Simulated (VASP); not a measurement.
```yaml
crystal:
  lattice:
    - [0.00000, 2.83850, 2.83850]
    - [2.83850, 0.00000, 2.83850]
    - [2.83850, 2.83850, 0.00000]
  atoms:
    - { symbol: Sr, position: [0.00000, 0.00000, 0.00000] }
    - { symbol: F, position: [0.25000, 0.25000, 0.25000] }
    - { symbol: F, position: [0.75000, 0.75000, 0.75000] }
```

Level of theory: LDA (Ceperley-Alder, Perdew-Zunger), VASP's LDA PAW potentials (set 64) (plane waves; VASP). Run with 520 eV cut-off, Gaussian smearing of 0.050 eV, potentials Sr_sv F.

### Question
Estimate the band gap (along the path) with the smallest direct gap where there is one.

### Answer

The band gap (along the path) is 6.89 eV and the smallest direct gap (along the path) is 6.99 eV.

The absolute energy has meaning only against runs of the same code, potentials and settings.

The compound is SrF2 in the fluorite structure. It was relaxed first, which changed the volume by -6 %.
